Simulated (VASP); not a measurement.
# ZnO (zincite) (P6_3mc) in VASP: a series of runs

One crystal, ZnO (zincite), is run at these levels: PBE, r2SCAN; tasks: single point, relaxation of cell and atoms.

Program: VASP 6.6.1. These are calculated values, not measurements. Logs are shortened: lines on timing, memory, paths and dates and some standing lists are left out, and cuts for length are marked.

**Measured values to compare with.**

“Electronic structure of alkaline earth and post-transition metal oxides”, 2009, arxiv:0908.1581 quotes, for a bulk crystal of ZnO: band gap 3.37 eV.

The runs below are set against these values where they give the same quantity.

**1. The structure**

Symmetry: P6_3mc, No. 186, hexagonal system. Conventional cell: a = 3.249 Å, b = 3.249 Å, c = 5.206 Å, α = 90.00°, β = 90.00°, γ = 120.00°. Zn (site symmetry 3m) has 4 O at 1.97 to 1.98 Å as nearest neighbours. O (site symmetry 3m) has 4 Zn at 1.97 to 1.98 Å as nearest neighbours.

**2. Single point, PBE**

File INCAR:

```
SYSTEM = ZnO
PREC = Accurate
ENCUT = 520
EDIFF = 1E-6
ISMEAR = 0
SIGMA = 0.012
LREAL = .False.
LASPH = .True.
NELM = 60
ALGO = Fast
ISIF = 2
LWAVE = .False.
LCHARG = .True.
GGA = PE
LELF = .True.
LVHAR = .True.
```

File KPOINTS:

```
regular mesh
0
Gamma
  9 9 5
  0 0 0
```

File POSCAR:

```
ZnO
1.0
    3.2493080000      0.0000000000      0.0000000000
   -1.6246540000      2.8139832727      0.0000000000
    0.0000000000      0.0000000000      5.2057090000
Zn O
2 2
Direct
    0.6666666667      0.3333333333      0.0000000000
    0.3333333333      0.6666666667      0.5000000000
    0.3333333333      0.6666666667      0.8790100000
    0.6666666667      0.3333333333      0.3790100000
```

Potentials or basis: VASP PAW PBE potentials, release 64 (Zn, O).

Started as:

```
$ cat potpaw_PBE.64/Zn/POTCAR potpaw_PBE.64/O/POTCAR > POTCAR
$ mpirun -np 1 vasp_std > vasp.out
```

OUTCAR:

```text
SYSTEM = ZnO
   PREC = Accurate
   ENCUT = 520
   EDIFF = 1E-6
   ISMEAR = 0
   LREAL = .False.
   LASPH = .True.
   NELM = 60
   ISIF = 2
   GGA = PE

 ion  position               nearest neighbor table
   1  0.667  0.333  0.000-   4 1.97   3 1.98   3 1.98   3 1.98
   2  0.333  0.667  0.500-   3 1.97   4 1.98   4 1.98   4 1.98
   3  0.333  0.667  0.879-   2 1.97   1 1.98   1 1.98   1 1.98
   4  0.667  0.333  0.379-   1 1.97   2 1.98   2 1.98   2 1.98

  LATTYP: Found a hexagonal cell.
 ALAT       =     3.2493080000
 C/A-ratio  =     1.6020977390

  Lattice vectors:

 A1 = (   3.2493080000,   0.0000000000,   0.0000000000)
 A2 = (  -1.6246540000,   2.8139832727,   0.0000000000)
 A3 = (   0.0000000000,   0.0000000000,   5.2057090000)

Analysis of symmetry for initial positions (statically):
=====================================================================
 Subroutine PRICEL returns:
 Original cell was already a primitive cell.

 Routine SETGRP: Setting up the symmetry group for a
 hexagonal supercell.

 Subroutine GETGRP returns: Found 12 space group operations
 (whereof  6 operations were pure point group operations)
 out of a pool of 24 trial point group operations.

The static configuration has the point symmetry C_3v.
 The point group associated with its full space group is C_6v.

Analysis of symmetry for dynamics (positions and initial velocities):
=====================================================================
 Subroutine PRICEL returns:
 Original cell was already a primitive cell.

 Routine SETGRP: Setting up the symmetry group for a
 hexagonal supercell.

 Subroutine GETGRP returns: Found 12 space group operations
 (whereof  6 operations were pure point group operations)
 out of a pool of 24 trial point group operations.

The dynamic configuration has the point symmetry C_3v.
 The point group associated with its full space group is C_6v.

 Subroutine INISYM returns: Found 12 space group operations
 (whereof  6 operations are pure point group operations),
 and found     1 'primitive' translations

----------------------------------------------------------------------------------------

                                     Primitive cell

  volume of cell :      47.5984

  direct lattice vectors                    reciprocal lattice vectors
     3.249308000  0.000000000  0.000000000     0.307757836  0.177684070  0.000000000
[... 85 lines left out ...]
   LNONCOLLINEAR =      F non collinear calculations
   LSORBIT =      F    spin-orbit coupling
   LASPH  =      T    aspherical Exc in radial PAW
   ENCUT  =  520.0 eV  38.22 Ry    6.18 a.u.   6.04  6.04  9.68*2*pi/ulx,y,z
   NELM   =     60;   NELMIN=  2; NELMDL= -5     # of ELM steps
   EDIFF  = 0.1E-05   stopping-criterion for ELM
   LREAL  =      F    real-space projection
   EDIFFG = 0.1E-04   stopping-criterion for IOM
   NSW    =      0    number of steps for IOM
   IBRION =     -1    ionic relax: 0-MD 1-quasi-New 2-CG
   NFREE  =      0    steps in history (QN), initial steepest desc. (CG)
   ISIF   =      2    stress and relaxation
   ISYM   =      2    0-nonsym 1-usesym 2-fastsym
   POTIM  = 0.5000    time-step for ionic-motion
   TEBEG  =    0.0;   TEEND  =   0.0 temperature during run
   PSTRESS=    0.0 pullay stress
   NELECT =      36.0000    total number of electrons
   NUPDOWN=      -1.0000    fix difference up-down
   EMIN   =  10.00;   EMAX   =-10.00  energy-range for DOS
   EFERMI =   0.00;   METHOD = LEGACY
   ISMEAR =     0;   SIGMA  =   0.01  broadening in eV -4-tet -1-fermi 0-gaus
   EFERMI_NEDOS =   21; number of points for ismear=-14 and -15
   IALGO  =     68    algorithm
   IMIX   =      4    mixing-type and parameters
     AMIX     =   0.40;   BMIX     =  1.00
     AMIX_MAG =   1.60;   BMIX_MAG =  1.00
  volume/ion in A,a.u.               =      11.90        80.30
  Fermi-wavevector in a.u.,A,eV,Ry     =   1.491574  2.818667 30.270160  2.224794
  Thomas-Fermi vector in A             =   2.604212
   LORBIT       =      0    0 simple, 1 ext, 2 COOP (PROOUT), +10 PAW based schemes
   GGA     = PE    functional components
   LHFCALC =     F    Hartree Fock is set to
   AEXX    =    0.0000 exact exchange contribution
   IVDW    =     0    specifies the selected vdW correction
   LEPSILON=     F    determine dielectric tensor
   LRPA    =     F    only Hartree local field effects (RPA)
 non-spin polarized calculation
 RMM-DIIS sequential band-by-band and
 Gauss-broadening in eV      SIGMA  =   0.01
  energy-cutoff  :      520.00
  volume of cell :       47.60
 maximum number of plane-waves:      1308
   NGX = 13   NGY = 13   NGZ = 19

 number of electron      36.0000017 magnetization

 Free energy of the ion-electron system (eV)
  ---------------------------------------------------
  ext. energy  EPLUGINS =         0.00000000
  ---------------------------------------------------
  free energy    TOTEN  =       -17.82215506 eV

  energy without entropy =      -17.82215506  energy(sigma->0) =      -17.82215506

 E-fermi :   1.3226     XC(G=0): -10.9115

 val. band max:        1.2008529892   @ k =   0.0000   0.0000   0.0000
 cond. band min:       1.9906979144   @ k =   0.0000   0.0000   0.0000
 fundamental gap:      0.7898449252
 Fermi energy:         1.3226349365

 k-point     1 :       0.0000    0.0000    0.0000
  band No.  band energies     occupation
      1     -16.8877      2.00000
      2     -16.1565      2.00000
      3      -4.4870      2.00000
      4      -4.4870      2.00000
      5      -4.4475      2.00000
      6      -4.4263      2.00000
[... 589 lines left out ...]
     21       8.9734      0.00000
     22       9.3230      0.00000

 [... further k-points ...]
[... 5 lines left out ...]
  --------------------------------------------------------------------------------------
  -------------------------------------------------------------------------------------
  Total        1.5829367      1.5829367      2.1058340      0.0000000      0.0000000      0.0000000
  in kB       53.2821634     53.2821634     70.8830565      0.0000000      0.0000000      0.0000000
  external PRESSURE =      59.1491278 kB  Pullay stress =       0.0000000 kB

 VOLUME and BASIS-vectors are now :
 -----------------------------------------------------------------------------
  energy-cutoff  :      520.00
  volume of cell :       47.60
      direct lattice vectors                 reciprocal lattice vectors
     3.249308000  0.000000000  0.000000000     0.307757836  0.177684070  0.000000000
    -1.624654000  2.813983273  0.000000000     0.000000000  0.355368139  0.000000000
     0.000000000  0.000000000  5.205709000     0.000000000  0.000000000  0.192096792

 POSITION                                       TOTAL-FORCE (eV/Angst)
 -----------------------------------------------------------------------------------
      1.62465      0.93799      0.00000         0.000000     -0.000000     -0.074088
     -0.00000      1.87599      2.60285        -0.000000      0.000000     -0.074088
     -0.00000      1.87599      4.57587         0.000000      0.000000      0.074088
      1.62465      0.93799      1.97302        -0.000000      0.000000      0.074088
 -----------------------------------------------------------------------------------
    total drift:                               -0.000000     -0.000000     -0.000131

  FREE ENERGIE OF THE ION-ELECTRON SYSTEM (eV)
  ---------------------------------------------------
  free  energy   TOTEN  =       -17.8221550638 eV

  energy  without entropy=      -17.8221550638  energy(sigma->0) =      -17.82215506
```

It took 20 s on 1 thread of Intel Xeon Platinum 8488C (Sapphire Rapids), shared host; peak memory 0.17 GiB.

Results:

```yaml
Free_energy: -17.8222 eV
Pressure: 5.9 GPa
Largest_force: 0.074 eV/Å
Band_gap_on_the_k_mesh: 0.79 eV, direct
```

Forces in eV/Å, atoms in the order of the input:
```
Zn   0.000  0.000 -0.074
Zn   0.000  0.000 -0.074
O    0.000  0.000  0.074
O    0.000  0.000  0.074
```

Levels at points of the mesh, in eV from the valence-band top:
```csv
k point,band 16,band 17,band 18,band 19,band 20,band 21
"(0.00, 0.00, 0.00)",-0.07,0.00,0.00,0.79,5.21,8.26
```

**3. Relaxation of cell and atoms, r2SCAN**

File INCAR:

```
SYSTEM = ZnO
ALGO     = Normal         ! electronic algorithm
EDIFF    = 1E-6           ! SCF threshold, eV
EDIFFG   = -0.005         ! ionic threshold
ENCUT    = 600            ! plane-wave cutoff, eV
IBRION   = 2              ! ionic algorithm
ISIF     = 3              ! what is computed and relaxed
ISMEAR   = 0              ! smearing method
LASPH    = .True.         ! aspherical terms in the spheres
LCHARG   = .False.        ! write CHGCAR
LMIXTAU  = .True.       
LREAL    = .False.        ! projectors in reciprocal space
LWAVE    = .False.        ! write WAVECAR
METAGGA  = R2SCAN         ! meta-GGA
NELM     = 80             ! most SCF steps
NSW      = 60             ! ionic steps
PREC     = Accurate       ! precision mode
SIGMA    = 0.05           ! smearing width, eV
```

File KPOINTS:

```
k-points
0
Gamma
  9 9 5
  0 0 0
```

POSCAR is that of step 2.

Potentials or basis: VASP PAW PBE potentials, release 64 (Zn, O).

Started as:

```
$ cat potpaw_PBE.64/Zn/POTCAR potpaw_PBE.64/O/POTCAR > POTCAR
$ mpirun -np 1 vasp_std > vasp.out
```

OUTCAR:

```text
SYSTEM = ZnO
   EDIFF = 1E-6
   EDIFFG = -0.005
   ENCUT = 600
   IBRION = 2
   ISIF = 3
   ISMEAR = 0
   LASPH = .True.
   LREAL = .False.
   METAGGA = R2SCAN
   NELM = 80
   NSW = 60
   PREC = Accurate

 ion  position               nearest neighbor table
   1  0.667  0.333  0.000-   4 1.97   3 1.98   3 1.98   3 1.98
   2  0.333  0.667  0.500-   3 1.97   4 1.98   4 1.98   4 1.98
   3  0.333  0.667  0.879-   2 1.97   1 1.98   1 1.98   1 1.98
   4  0.667  0.333  0.379-   1 1.97   2 1.98   2 1.98   2 1.98

  LATTYP: Found a hexagonal cell.
 ALAT       =     3.2493080000
 C/A-ratio  =     1.6020977390

  Lattice vectors:

 A1 = (   3.2493080000,   0.0000000000,   0.0000000000)
 A2 = (  -1.6246540000,   2.8139832727,   0.0000000000)
 A3 = (   0.0000000000,   0.0000000000,   5.2057090000)

Analysis of symmetry for initial positions (statically):
=====================================================================
 Subroutine PRICEL returns:
 Original cell was already a primitive cell.

 Routine SETGRP: Setting up the symmetry group for a
 hexagonal supercell.

 Subroutine GETGRP returns: Found 12 space group operations
 (whereof  6 operations were pure point group operations)
 out of a pool of 24 trial point group operations.

The static configuration has the point symmetry C_3v.
 The point group associated with its full space group is C_6v.

Analysis of symmetry for dynamics (positions and initial velocities):
=====================================================================
 Subroutine PRICEL returns:
 Original cell was already a primitive cell.

 Routine SETGRP: Setting up the symmetry group for a
 hexagonal supercell.

 Subroutine GETGRP returns: Found 12 space group operations
 (whereof  6 operations were pure point group operations)
 out of a pool of 24 trial point group operations.

[... 141 lines left out ...]
 maximum number of plane-waves:      1605
 NGX is ok and might be reduce to    28
   NGX = 13   NGY = 13   NGZ = 21

--------------------------------------- Ionic step        1  -------------------------------------------

 number of electron      36.0000008 magnetization

 Free energy of the ion-electron system (eV)
  ---------------------------------------------------
  ext. energy  EPLUGINS =         0.00000000
  ---------------------------------------------------
  free energy    TOTEN  =       -36.32291403 eV

  energy without entropy =      -36.32291403  energy(sigma->0) =      -36.32291403

------------------------ aborting loop because EDIFF is reached ----------------------------------------

  FORCE on cell =-STRESS in cart. coord.  units (eV):
  Direction    XX          YY          ZZ          XY          YZ          ZX
  --------------------------------------------------------------------------------------
  -------------------------------------------------------------------------------------
  Total       -0.2811065     -0.2811065      0.1708797      0.0000000      0.0000000      0.0000000
  in kB       -9.4621353     -9.4621353      5.7518658      0.0000000      0.0000000      0.0000000
  external PRESSURE =      -4.3908016 kB  Pullay stress =       0.0000000 kB
[... 95 lines left out ...]
  FREE ENERGIE OF THE ION-ELECTRON SYSTEM (eV)
  ---------------------------------------------------
  free  energy   TOTEN  =       -36.3241814361 eV

  energy  without entropy=      -36.3241814361  energy(sigma->0) =      -36.32418144

[... ionic steps 4 to 9 ...]

--------------------------------------- Ionic step       10  -------------------------------------------

 number of electron      36.0000008 magnetization

------------------------ aborting loop because EDIFF is reached ----------------------------------------
[... 71 lines left out ...]
--------------------------------------- Ionic step       12  -------------------------------------------

 number of electron      36.0000009 magnetization

 Free energy of the ion-electron system (eV)
  ---------------------------------------------------
  ext. energy  EPLUGINS =         0.00000000
  ---------------------------------------------------
  free energy    TOTEN  =       -36.32419855 eV

  energy without entropy =      -36.32419855  energy(sigma->0) =      -36.32419855

 E-fermi :   1.0764     XC(G=0): -11.6778

 val. band max:        0.8718373974   @ k =   0.0000   0.0000   0.0000
 cond. band min:       2.1000621536   @ k =   0.0000   0.0000   0.0000
 fundamental gap:      1.2282247562
 Fermi energy:         1.0763730604

 k-point     1 :       0.0000    0.0000    0.0000
  band No.  band energies     occupation
      1     -18.2328      2.00000
      2     -17.5437      2.00000
      3      -4.9589      2.00000
      4      -4.9588      2.00000
      5      -4.9108      2.00000
      6      -4.8444      2.00000
[... 589 lines left out ...]
     21       9.3514      0.00000
     22       9.5138      0.00000

 [... further k-points ...]
[... 5 lines left out ...]
  --------------------------------------------------------------------------------------
  -------------------------------------------------------------------------------------
  Total       -0.0180457     -0.0180457      0.0140801      0.0000000     -0.0000000      0.0000000
  in kB       -0.6091292     -0.6091292      0.4752723      0.0000000     -0.0000000      0.0000000
  external PRESSURE =      -0.2476621 kB  Pullay stress =       0.0000000 kB
[... 19 lines left out ...]
  FREE ENERGIE OF THE ION-ELECTRON SYSTEM (eV)
  ---------------------------------------------------
  free  energy   TOTEN  =       -36.3241985487 eV

  energy  without entropy=      -36.3241985487  energy(sigma->0) =      -36.32419855

 reached required accuracy - stopping structural energy minimisation
```

OSZICAR:

```text
N       E                     dE             d eps       ncg     rms          rms(c)
DAV:   1     0.295742579762E+03    0.29574E+03   -0.21183E+04  1584   0.271E+03
DAV:   2    -0.124594592476E+02   -0.30820E+03   -0.29795E+03  1680   0.488E+02
[... 109 lines left out ...]
       N       E                     dE             d eps       ncg     rms          rms(c)
DAV:   1    -0.363242149198E+02   -0.37593E-04   -0.33248E-02  1584   0.148E+00    0.711E-02
DAV:   2    -0.363242244479E+02   -0.95281E-05   -0.69803E-04  1710   0.292E-01    0.427E-02
DAV:   3    -0.363241988773E+02    0.25571E-04   -0.27441E-05  1790   0.689E-02    0.160E-02
DAV:   4    -0.363241935289E+02    0.53484E-05   -0.16276E-05  1620   0.455E-02    0.307E-03
DAV:   5    -0.363241986882E+02   -0.51593E-05   -0.60563E-06  1584   0.277E-02    0.188E-03
DAV:   6    -0.363241985487E+02    0.13948E-06   -0.62616E-07  1008   0.789E-03
  12 F= -.36324199E+02 E0= -.36324199E+02  d E =-.354323E-04
```

CONTCAR:

```text
ZnO
   1.00000000000000
     3.2403264826387548   -0.0000000000000000   -0.0000000000000000
    -1.6201632413193774    2.8062050505007963    0.0000000000000000
    -0.0000000000000000    0.0000000000000000    5.2199562434737885
  Zn              O
     2     2
Direct
     0.6666666667000030    0.3333333332999970    0.9998733699085488
     0.3333333332999970    0.6666666667000030    0.4998733699085488
     0.3333333332999970    0.6666666667000030    0.8791366300914522
     0.6666666667000030    0.3333333332999970    0.3791366300914522

  0.00000000E+00  0.00000000E+00  0.00000000E+00
  0.00000000E+00  0.00000000E+00  0.00000000E+00
  0.00000000E+00  0.00000000E+00  0.00000000E+00
  0.00000000E+00  0.00000000E+00  0.00000000E+00
```

Run time: 25 min. Hardware: 1 thread of Intel Xeon Platinum 8375C at 2.90GHz (Ice Lake), shared host; peak memory 0.22 GiB.

What came out:

* Free energy: -36.3242 eV
* Relaxed volume: 11.87 Å³/atom
* Relaxed cell: a = 3.240 Å, b = 3.240 Å, c = 5.220 Å, α = 90.00°, β = 90.00°, γ = 120.00°
* Space group after relaxing (to 0.05 Å): P6_3mc (No. 186)
* Energy gained by relaxing: 0.3 meV/atom
* Ionic steps: 12
* Pressure after relaxing: 0.0 GPa
* Band gap on the k mesh: 1.23 eV, direct

Stress tensor (GPa, compression positive):
```
-0.06  0.00  0.00
 0.00 -0.06  0.00
 0.00  0.00  0.05
```

The path:
| step | energy change (eV) | largest force (eV/Å) | pressure (GPa) | volume (Å³) |
| --- | --- | --- | --- | --- |
| 1 | 0.0000 | 0.0657 | -0.44 | 47.60 |
| 2 | -0.0012 | 0.0287 | 0.27 | 47.37 |
| 3 | -0.0013 | 0.0078 | 0.12 | 47.42 |
| 4 | -0.0013 | 0.0029 | 0.07 | 47.44 |
| 5 | -0.0013 | 0.0046 | 0.11 | 47.43 |
| 6 | -0.0012 | 0.0103 | -0.06 | 47.48 |
| 7 | -0.0012 | 0.0092 | -0.03 | 47.47 |
| 8 | -0.0013 | 0.0087 | 0.01 | 47.46 |
| 9 | -0.0012 | 0.0086 | -0.05 | 47.47 |
| 10 | -0.0012 | 0.0086 | -0.03 | 47.47 |
| 11 | -0.0013 | 0.0059 | -0.03 | 47.47 |
| 12 | -0.0013 | 0.0019 | -0.02 | 47.47 |

Final structure:
```yaml
crystal:
  lattice:
    - [3.24033, 0.00000, 0.00000]
    - [-1.62016, 2.80621, 0.00000]
    - [0.00000, 0.00000, 5.21996]
  atoms:
    - { symbol: Zn, position: [0.66667, 0.33333, 0.99987] }
    - { symbol: Zn, position: [0.33333, 0.66667, 0.49987] }
    - { symbol: O, position: [0.33333, 0.66667, 0.87914] }
    - { symbol: O, position: [0.66667, 0.33333, 0.37914] }
```

Caveat: the PAW data sets were made with another functional, which shifts forces and pressure a little. r2SCAN opens gaps a little over a GGA but as a rule still falls short of measured ones.

**4. For comparison**

An earlier run on the cell as given: functional PBE; potentials or basis VASP PAW PBE potentials, release 64 (Zn, O); cutoff 520 eV; k mesh 9 × 9 × 5; occupations fermi-dirac, width 0.05 eV; no spin polarisation.

* Pressure: 6.0 GPa
* Largest force: 0.074 eV/Å
* Band gap on the k mesh: 0.79 eV, direct

**5. Overview**

```csv
task,level,cell,cutoff (eV),smearing,gap on the mesh (eV),pressure (GPa),largest force (eV/Å)
single point,PBE,as given,520,gaussian 0.012 eV,0.79,5.9,0.07
relaxation of cell and atoms,r2SCAN,relaxed,600,gaussian 0.05 eV,1.23,0.0,-
single point,PBE,as given,520,fermi-dirac 0.05 eV,0.79,6.0,0.07
```

Alike in all rows: potentials or basis VASP PAW PBE potentials, release 64 (Zn, O); no spin polarisation; k mesh 9 × 9 × 5.

Caveats: the PAW data sets were made with another functional, which shifts forces and pressure a little (some runs).

Total energies depend on the potentials used, so only differences within one code and one set of settings carry meaning.

**6. How close it comes**

Step 2. A measured gap of ZnO is 3.37 eV (quoted in “Electronic structure of alkaline earth and post-transition metal oxides”, 2009, arxiv:0908.1581); the calculated 0.79 eV misses it by -2.58 eV. So large a miss can be the level of theory's own, or it may mean another phase, state or a wrong row. The value is that of PBE, without temperature or zero-point motion. Semilocal functionals fall short of measured gaps as a rule.
